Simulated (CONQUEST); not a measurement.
# BP under changes of volume

One of the cells (11.682 Å³/atom); the others are scaled copies at fixed shape and fractional positions:

```
P B
1.0
     3.20885    0.00000    0.00000
     0.00000    3.20885    0.00000
     0.00000    0.00000    4.53800
P B
2 2
Direct
  0.00000 0.50000 0.25000
  0.50000 0.00000 0.75000
  0.00000 0.00000 0.00000
  0.50000 0.50000 0.50000
```

| Item | Value |
| --- | --- |
| Program | CONQUEST 1.3 |
| Functional | PBEsol |
| Potentials or basis | PseudoDojo NC PBEsol, DZP, grid of 32 × 32 × 48 points |
| k mesh | 8 × 8 × 6 |
| Occupations | fermi-dirac, width 0.05 eV |
| Spin | no spin polarisation |

```tsv
volume (Å³/atom)	energy over the lowest point (meV/atom)	pressure (GPa)	gap on the mesh (eV)
10.981	27.20	12.1	1.04
11.214	?	?	?
11.448	3.65	4.2	1.09
11.682	0.00	0.9	1.11
11.915	1.18	-2.4	1.14
12.149	6.88	-5.3	1.16
12.383	16.51	-7.8	1.19
```

Q: What does the run at 11.214 Å³/atom give?

A: Energy over the lowest point 12.54 meV/atom; pressure 8.0 GPa; gap on the mesh 1.06 eV.

Worked out: A Birch-Murnaghan fit of order 3 (a polynomial in V^(-2/3)) to the other rows has its minimum at 11.74 Å³/atom with B0 = V·E''(V) = 163 GPa and B' = 3.5. It gives 12.56 meV/atom at 11.214 Å³/atom, against the run's 12.54, and -dE/dV = 8.0 GPa, against 8.0. A straight line through the other rows of the gap, of slope 1.23 eV per unit of ln V, gives 1.06 eV, against the run's 1.06.

Energies are extrapolated to zero smearing.

Caveats: the basis of atomic orbitals isn't converged, which shifts pressures, moduli and gaps; the real-space grid breaks the cell's symmetry a little (some runs).

A mesh can miss the band edges.
